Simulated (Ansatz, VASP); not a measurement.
Two plane-wave programs on Al5GaAs6

INCAR

```
PREC     = Accurate       # precision mode
ENCUT    = 520            # plane-wave cutoff, eV
EDIFF    = 1E-6           # SCF threshold, eV
ISMEAR   = 0              # smearing method
SIGMA    = 0.1            # smearing width, eV
LREAL    = False          # projectors in reciprocal space
LASPH    = True           # aspherical terms in the spheres
NELM     = 80             # most SCF steps
ALGO     = Normal         # electronic algorithm
ISIF     = 2              # what is computed and relaxed
LWAVE    = False          # write WAVECAR
LCHARG   = False          # write CHGCAR
GGA      = PE             # functional
NBANDS   = 41             # bands
```

The input KPOINTS:

```
regular mesh
0
Gamma
  3 3 4
```

The input POSCAR:

```
Al5GaAs6
1.0
    6.6259156800      0.0000000000      0.0000000000
   -3.3129578400      5.7382113000      0.0000000000
    0.0000000000      0.0000000000      6.3088570600
Al Ga As
5 1 6
Direct
    0.3333333300      0.3333333300      0.9999840900
    0.0000000000      0.6666666700      0.9999840900
    0.6666666700      0.0000000000      0.9999840900
    0.6666666700      0.3333333300      0.4999840900
    0.3333333300      0.6666666700      0.4999840900
    0.0000000000      0.0000000000      0.4999840900
    0.3333333300      0.3333333300      0.3740159000
    0.0000000000      0.6666666700      0.3740159000
    0.6666666700      0.0000000000      0.3740159000
    0.6666666700      0.3333333300      0.8740159000
    0.3333333300      0.6666666700      0.8740159000
    0.0000000000      0.0000000000      0.8740159000
```

Input for Ansatz:

```yaml
crystal:
  lattice:
    - [6.62591568, 0.0, 0.0]
    - [-3.31295784, 5.7382113, 0.0]
    - [0.0, 0.0, 6.30885706]
  atoms:
    - { symbol: Al, position: [0.33333333, 0.33333333, 0.99998409] }
    - { symbol: Al, position: [0.0, 0.66666667, 0.99998409] }
    - { symbol: Al, position: [0.66666667, 0.0, 0.99998409] }
    - { symbol: Al, position: [0.66666667, 0.33333333, 0.49998409] }
    - { symbol: Al, position: [0.33333333, 0.66666667, 0.49998409] }
    - { symbol: Ga, position: [0.0, 0.0, 0.49998409] }
    - { symbol: As, position: [0.33333333, 0.33333333, 0.3740159] }
    - { symbol: As, position: [0.0, 0.66666667, 0.3740159] }
    - { symbol: As, position: [0.66666667, 0.0, 0.3740159] }
    - { symbol: As, position: [0.66666667, 0.33333333, 0.8740159] }
    - { symbol: As, position: [0.33333333, 0.66666667, 0.8740159] }
    - { symbol: As, position: [0.0, 0.0, 0.8740159] }
basis:
  ecutwfc: 420
kpoints:
  mp_grid: { grid: [3, 3, 4] }
hamiltonian:
  xc: pbe
scf:
  occupations: { method: gaussian, width: 0.1 }
  lower_state_search: "off"
output:
  forces: true
  stress: true
  eigenvalues: true
```

Alike in both runs: task single point; functional PBE; k mesh 3 × 3 × 4; occupations gaussian, width 0.1 eV; no spin polarisation.

|  | VASP | Ansatz |
| --- | --- | --- |
| version | VASP 6.6.1 | Ansatz 0.2.0 |
| potentials or method | VASP PAW PBE potentials, release 64 (Al, Ga_d, As) | scalar-relativistic, plane waves, PAW |
| plane-wave cutoff (eV) | 520 | 420 |
| valence electrons in the cell | 58 | 118 |

VASP gave:

- gap on the k mesh at the Fermi level (eV): 1.42
- least direct gap on the mesh (eV): 1.81
- pressure (GPa): 15.6
- largest component of the traceless stress (GPa): 0.24
- rms of the force components (eV/Å): 0.041

**Question.** Estimate Ansatz's values.

**Answer.** gap on the k mesh at the Fermi level (eV): 1.43; least direct gap on the mesh (eV): 1.83; pressure (GPa): 15.3; largest component of the traceless stress (GPa): 0.25; rms of the force components (eV/Å): 0.041.

Atom by atom the forces differ by 0.001 eV/Å (rms over components). With one functional, cell and mesh, what is left measures potentials, basis and numerics. The two sets of potentials don't hold the same shells in valence.

Caveats: so large a pressure means that the cell lies far from this level's equilibrium, or that cutoff or potentials fall short (VASP); an odd mesh through Γ misses points on the zone boundary, where band edges often lie.
